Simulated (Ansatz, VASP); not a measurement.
# BN: VASP beside Ansatz

The input INCAR:

```
SYSTEM = BN
PREC = Accurate
ENCUT = 520
EDIFF = 1E-6
ISMEAR = 0
SIGMA = 0.05
LREAL = .False.
LASPH = .True.
NELM = 100
ALGO = Normal
ISIF = 2
LWAVE = .False.
LCHARG = .True.
GGA = PE
LELF = .True.
LVHAR = .True.
NBANDS = 16
```

Contents of KPOINTS:

```
Automatic mesh
0
Gamma
  12 12 4
  0 0 0
```

POSCAR

```
BN
1.0
    2.5039917043      0.0000000000      0.0000000000
   -1.2519958522      2.1685204268      0.0000000000
    0.0000000000      0.0000000000      6.6612000000
B N
2 2
Direct
    0.4381659490      0.6666666667      0.2500000000
    0.6667160949      0.3333333333      0.7500000000
    0.3333389505      0.6666666667      0.7500000000
    0.5857176002      0.3333333333      0.2500000000
```

Input for Ansatz:

```yaml
crystal:
  lattice:
    - [2.5039917043, 0.0, 0.0]
    - [-1.2519958522, 2.1685204268, 0.0]
    - [0.0, 0.0, 6.6612]
  atoms:
    - { symbol: B, position: [0.438165949, 0.6666666667, 0.25] }
    - { symbol: B, position: [0.6667160949, 0.3333333333, 0.75] }
    - { symbol: "N", position: [0.3333389505, 0.6666666667, 0.75] }
    - { symbol: "N", position: [0.5857176002, 0.3333333333, 0.25] }
basis:
  ecutwfc: 420
kpoints:
  mp_grid: { grid: [12, 12, 4] }
hamiltonian:
  xc: pbe
scf:
  occupations: { method: gaussian, width: 0.05 }
output:
  forces: true
  stress: true
  eigenvalues: true
```

Change from the starting cell: mode 9 (1359.5 1/cm) frozen in, largest displacement +0.263 Å.

Alike in both runs: task single point; functional PBE; k mesh 12 × 12 × 4; occupations gaussian, width 0.05 eV; no spin polarisation.

|  | VASP | Ansatz |
| --- | --- | --- |
| version | VASP 6.6.1 | Ansatz 0.2.0 |
| potentials or method | VASP PAW PBE potentials, release 64 (B, N) | scalar-relativistic, plane waves, PAW |
| plane-wave cutoff (eV) | 520 | 420 |
| valence electrons in the cell | 16 | 16 |

|  | VASP | Ansatz | Ansatz less VASP |
| --- | --- | --- | --- |
| gap on the k mesh at the Fermi level (eV) | 2.62 | 2.64 | +0.023 |
| least direct gap on the mesh (eV) | 3.69 | 3.71 | +0.018 |
| rms of the force components (eV/Å) | 13.250 | 12.949 | -0.3008 |

Atom by atom the forces differ by 0.302 eV/Å (rms over components).

Caveats: forces of over 1 eV/Å show positions far from the minimum, so gaps and moduli don't describe the material at rest. A k mesh can miss the band edges.
